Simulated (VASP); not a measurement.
Here is a VASP 6.6.1 calculation.

The input INCAR:

```
  PREC = Accurate
  ENCUT = 520
  EDIFF = 1E-7
  ISMEAR = 0
  SIGMA = 0.02
  LREAL = F
  LASPH = T
  NELM = 60
  ALGO = Normal
  ISIF = 3
  LWAVE = F
  LCHARG = F
  GGA = PE
  IBRION = 2
  NSW = 80
  EDIFFG = -0.002
```

Contents of KPOINTS:

```
Automatic mesh
0
Gamma
  8 8 8
```

Contents of POSCAR:

```
Sn
1.0
    0.0000000000      3.2333428000      3.2333428000
    3.2333428000      0.0000000000      3.2333428000
    3.2333428000      3.2333428000      0.0000000000
Sn
2
Direct
    0.0000000000      0.0000000000      0.0000000000
    0.2500000000      0.2500000000      0.2500000000
```

Potentials or basis: VASP PAW PBE potentials, release 64 (Sn).

Command:

```bash
$ cat potpaw_PBE.64/Sn/POTCAR > POTCAR
$ mpirun -np 1 vasp_std > vasp.out
```

(1) Predict the band gap on the k mesh.

(2) What does it give for the space group after relaxing (to 0.05 Å)?

## Answers

(1) none (metal or under the smearing width).

(2) Fd-3m (No. 227).
